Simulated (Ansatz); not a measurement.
# How much does the functional matter for the cell of In$_{2}$O$_{3}$?

The starting cell is an entry of the Crystallography Open Database (1969):

```yaml
crystal:
  lattice:
    - [2.74350, 1.58396, 4.83667]
    - [-2.74350, 1.58396, 4.83667]
    - [0.00000, -3.16792, 4.83667]
  atoms:
    - { symbol: In, position: [0.35731, 0.35731, 0.35731] }
    - { symbol: In, position: [0.14269, 0.14269, 0.14269] }
    - { symbol: In, position: [0.64269, 0.64269, 0.64269] }
    - { symbol: In, position: [0.85731, 0.85731, 0.85731] }
    - { symbol: O, position: [0.54800, 0.95200, 0.25000] }
    - { symbol: O, position: [0.25000, 0.54800, 0.95200] }
    - { symbol: O, position: [0.95200, 0.25000, 0.54800] }
    - { symbol: O, position: [0.45200, 0.04800, 0.75000] }
    - { symbol: O, position: [0.75000, 0.45200, 0.04800] }
    - { symbol: O, position: [0.04800, 0.75000, 0.45200] }
```

Atoms and cell were relaxed at zero pressure with plane-wave PAW DFT (Ansatz 0.2.0; one set of PAW datasets, made under PBE, for all functionals; 420 eV, r2SCAN 500 eV; 6×6×6 Γ-centred mesh, fermi-dirac occupations of width 0.020 eV; no spin polarisation, no spin-orbit coupling, no dispersion correction), keeping the symmetry (R-3c, No. 167).

Question: What cells and energies do LDA, PBEsol, PBE, r2SCAN give?

Answer: The relaxed conventional cells:

```csv
functional,a (Å),c (Å),volume (Å³/atom),formation energy (eV/atom)
LDA,5.461,14.369,12.37,-1.858
PBEsol,5.513,14.535,12.75,-1.623
PBE,5.575,14.756,13.24,-1.526
r2SCAN,5.509,14.561,12.76,-1.823
the entry,5.487,14.510,12.61,–
```

LDA gives the smallest volume and PBE the largest, 7.0 % more, the usual order, since LDA overbinds and PBE's gradient terms loosen the lattice. Against the entry's volume: LDA -1.9 %, PBEsol +1.1 %, PBE +5.0 %, r2SCAN +1.2 %; PBEsol and r2SCAN come about as near. The formation energies span 0.33 eV an atom, lowest under LDA.

Caveats: each relaxation keeps the start's symmetry, so a distorted cell may lie lower; computed cells are at 0 K with fixed nuclei, while the entry holds thermal expansion, often some tenths of a per cent in volume and more in soft crystals; formation energies are at zero smearing against the elements' usual phases under the same functional, gases as free molecules, uncorrected.
